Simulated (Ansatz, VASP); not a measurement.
**Two plane-wave programs on AlN**

```
CELL_PARAMETERS angstrom
3.35749 0.00000 0.00000
-1.67875 2.90767 0.00000
0.00000 0.00000 4.07514
ATOMIC_POSITIONS crystal
Al 0.33333 0.66667 0.75000
Al 0.66667 0.33333 0.25000
N 0.33333 0.66667 0.25000
N 0.66667 0.33333 0.75000
```

Alike in both runs: task single point; functional LDA; k mesh 12 × 12 × 6; occupations fermi-dirac, width 0.2 eV; no spin polarisation.

|  | VASP | Ansatz |
| --- | --- | --- |
| version | VASP 6.6.1 | Ansatz 0.2.0 |
| potentials or method | VASP PAW LDA potentials, release 64 (Al, N) | scalar-relativistic, plane waves, PAW |
| plane-wave cutoff (eV) | 520 | 420 |
| valence electrons in the cell | 16 | 16 |

Ansatz gave:

| Quantity | Value |
| --- | --- |
| gap on the k mesh at the Fermi level (eV) | 3.39 |
| least direct gap on the mesh (eV) | 3.39 |
| pressure (GPa) | -9.2 |
| largest component of the traceless stress (GPa) | 4.52 |

Question: Estimate VASP's values.

Answer: gap on the k mesh at the Fermi level (eV): 3.40; least direct gap on the mesh (eV): 3.40; pressure (GPa): -8.8; largest component of the traceless stress (GPa): 4.48.

A k mesh can miss the band edges.
